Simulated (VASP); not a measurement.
Set up this calculation in VASP 6.6.1, as the native input.

```yaml
Task: band structure
Functional: PBE
Potentials_or_basis: VASP PAW PBE potentials, release 64 (Pb_d, F)
Cutoff: 520 eV
k_mesh: 6 × 6 × 6
Occupations: gaussian, width 0.03 eV
Spin: spin-orbit coupling, no magnetisation
Further_INCAR_settings: ALGO = Normal; EDIFF = 1e-06
```

The structure of PbF2 (Fluorocronite) lies in POSCAR:

```
PbF2                                    
1.0
    0.0000000000      2.9462119385      2.9462119385
    2.9462119385      0.0000000000      2.9462119385
    2.9462119385      2.9462119385      0.0000000000
  Pb              F             
     1     2
Direct
     0.0000000000000000    0.0000000000000000    0.0000000000000000
     0.2500000000000000    0.2500000000000000    0.2500000000000000
     0.7500000000000000    0.7500000000000000    0.7500000000000000
```

These files were run (other wordings do the same):

INCAR

```
PREC = Accurate
ENCUT = 520
EDIFF = 1E-6
ISMEAR = 0
SIGMA = 0.03
LREAL = F
LASPH = T
NELM = 80
ALGO = Normal
ISIF = 2
LWAVE = F
LCHARG = F
MAGMOM = 0 0 0 0 0 0 0 0 0
LORBIT = 11
LSORBIT = T
GGA_COMPAT = F
GGA = PE
KPAR = 2
```

KPOINTS

```
Automatic mesh
0
Gamma
  6 6 6
```

KPOINTS_OPT

```
explicit points
252
Reciprocal
 0.0000000000  0.0000000000  0.0000000000 1
 0.0357142857  0.0000000000  0.0357142857 1
 0.0714285714  0.0000000000  0.0714285714 1
 0.1071428571  0.0000000000  0.1071428571 1
 0.1428571429  0.0000000000  0.1428571429 1
 0.1785714286  0.0000000000  0.1785714286 1
[... 244 lines left out ...]
 0.4883264900  0.0116735100  0.5000000000 1
 0.5116735100 -0.0116735100  0.5000000000 1
```

Potentials or basis: VASP PAW PBE potentials, release 64 (Pb_d, F).

The run is started by

```bash
$ cat potpaw_PBE.64/Pb_d/POTCAR potpaw_PBE.64/F/POTCAR > POTCAR
$ mpirun -np 2 vasp_ncl > vasp.out
```

It gave:

The pressure is 3.8 GPa. The valence electrons inside the program's atomic spheres are Pb 11.73; F 6.07.

Wall time 6.4 min on 2 MPI ranks on Intel(R) Xeon(R) Platinum 8488C (Sapphire Rapids) (shared host), peak memory 0.31 GiB a rank.
